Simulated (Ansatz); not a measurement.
**W: straining the crystal, biaxial strain in the a-b plane**

The task here is to estimate one member of a computed series from the others.

Program: Ansatz 0.2.0. Level of theory: DFT PBE, scalar-relativistic, plane waves, PAW. These are calculated values, not measurements.

2 further runs of the same task are left out: 2 set aside as unsound or not needed.

## The system as given

The structure is cubic, space group Im-3m (No. 229). Conventional cell: a = 3.184 Å, b = 3.184 Å, c = 3.184 Å, α = 90.00°, β = 90.00°, γ = 90.00°. W (site symmetry m-3m) has 8 W at 2.76 Å as nearest neighbours.

Coordinates:

```cif
data_structure
_symmetry_space_group_name_H-M 'P 1'
_symmetry_Int_Tables_number 1
_cell_length_a 3.1836
_cell_length_b 3.1836
_cell_length_c 3.1836
_cell_angle_alpha 90.000
_cell_angle_beta 90.000
_cell_angle_gamma 90.000
_cell_volume 32.27
loop_
_atom_site_label
_atom_site_type_symbol
_atom_site_fract_x
_atom_site_fract_y
_atom_site_fract_z
_atom_site_occupancy
W1 W 0.00000 0.00000 0.00000 1
W2 W 0.50000 0.50000 0.50000 1
```

It goes back to an entry of the Materials Project.

Set-up of the first run:

File input.yaml:

```yaml
crystal:
  lattice:
    - [3.1835631541, 0.0, 0.0]
    - [0.0, 3.1835631541, 0.0]
    - [0.0, 0.0, 3.1835631541]
  atoms:
    - { symbol: W, position: [0.0, 0.0, 0.0] }
    - { symbol: W, position: [0.5, 0.5, 0.5] }
basis:
  ecutwfc: 420
kpoints:
  mp_grid: { grid: [16, 16, 16] }
hamiltonian:
  xc: pbe
scf:
  occupations: { method: gaussian, width: 0.1 }
output:
  forces: true
  stress: true
  eigenvalues: true
```

Command:

```console
> ansatz run input.yaml --threads 1 --pin off --max-ram 2560MiB --backend cpu --events-out ev --progress --plain --runs-dir out
```

Among the steps run: The unstrained reference; The cell strained by -1.0 %; The cell strained by +1.0 %; Strain -2.0 %; The cell strained by +2.0 %; At -3.0 %; At +3.0 %.

One of the session's tables, all rows but one given; the rest of the session is left out.

Lengths are those of the vectors of the cell that was run; stresses in GPa:

| strain (%) | ΔE (meV/atom) | a (Å) | b (Å) | c (Å) |
| --- | --- | --- | --- | --- |
| -3.0 | 50.8 | 3.088 | 3.088 | 3.268 |
| -2.0 | 21.7 | 3.120 | 3.120 | 3.239 |
| -1.0 | ? | ? | ? | ? |
| +0.0 | 0.0 | 3.184 | 3.184 | 3.184 |
| +1.0 | 4.8 | 3.215 | 3.215 | 3.157 |
| +2.0 | 20.0 | 3.247 | 3.247 | 3.135 |
| +3.0 | 45.6 | 3.279 | 3.279 | 3.115 |

Q: Estimate the row for strain (%) = -1.0 from the others.

Worked estimate for «ΔE (meV/atom)». A straight line through the neighbours (-2.0, 21.7) and (0.0, 0.0) gives 21.7 + (0.0 − 21.7) × (-1.0 + 2.0) / (0.0 + 2.0) = 10.8; a parabola fitted to 4 rows on both sides gives 5.2.

The run gave: ΔE (meV/atom): 5.1; a (Å): 3.152; b (Å): 3.152; c (Å): 3.212. In «ΔE (meV/atom)» the line misses by +5.7 and the parabola by +0.1.

ΔE is over the unstrained cell. Stress in GPa, positive in compression, on the Cartesian axes of the input. 
